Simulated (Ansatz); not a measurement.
CoO:

```
Co O
1.0
    -1.50800    1.50800    2.10725
     1.50800   -1.50800    2.10725
     1.50800    1.50800   -2.10725
Co O
1 1
Direct
  0.00000 0.00000 0.00000
  0.50000 0.50000 0.00000
```

Base run:

```yaml
Program: Ansatz 0.2.0
Functional: PBE
Potentials_or_basis: all-electron LAPW, scalar-relativistic
Cutoff: 369 eV (chosen from the basis error)
Basis_error_allowed: 0.001 eV/atom
k_mesh: 12 × 12 × 12
Occupations: fermi-dirac, width 0.05 eV
Spin: collinear spin, ferromagnetic start
Starting_moments: "[2.0, 0.0] μB"
```

Its results: pressure 0.0 GPa; net moment 2.91 μB per cell; site moments Co +2.58; O +0.31 μB.

Task: The run is repeated on the same cell with these changes: functional from PBE to PBEsol. What comes out?

Result: Pressure -9.2 GPa; net moment 2.94 μB per cell; site moments Co +2.59; O +0.34 μB.

PBEsol binds more tightly than PBE, so the same cell stands under less pressure.

Caveats: a cell with one magnetic atom can't hold antiferromagnetic order, which such compounds often take.
